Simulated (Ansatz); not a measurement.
CuI (Marshite) in Ansatz: the effect of functional

The system is CuI (Marshite).

```
I Cu
1.0
     0.00000    3.03150    3.03150
     3.03150    0.00000    3.03150
     3.03150    3.03150    0.00000
I Cu
1 1
Direct
  0.00000 0.00000 0.00000
  0.75000 0.75000 0.75000
```

Alike in all runs:

- Program: Ansatz 0.2.0
- Task: single point
- Potentials or basis: all-electron PAW datasets made for the crystal
- k mesh: 6 × 6 × 6
- Occupations: fermi-dirac, width 0.05 eV
- Spin: no spin polarisation

Question: One run gave: gap on the mesh 1.01 eV; pressure -2.6 GPa. Which functional did it use?
A. HSE06
B. PBE0
C. PBEsol

Answer: C.

```csv
functional,cutoff,gap on the mesh (eV),pressure (GPa)
PBEsol,220 eV (chosen from the basis error),1.01,-2.6
HSE06,290 eV (chosen from the basis error),2.63,0.6
PBE0,290 eV (chosen from the basis error),3.29,0.5
```

Caveats: spin-orbit coupling is left out, which moves the levels of the heavy elements.

The runs don't all hold the same shells in valence.
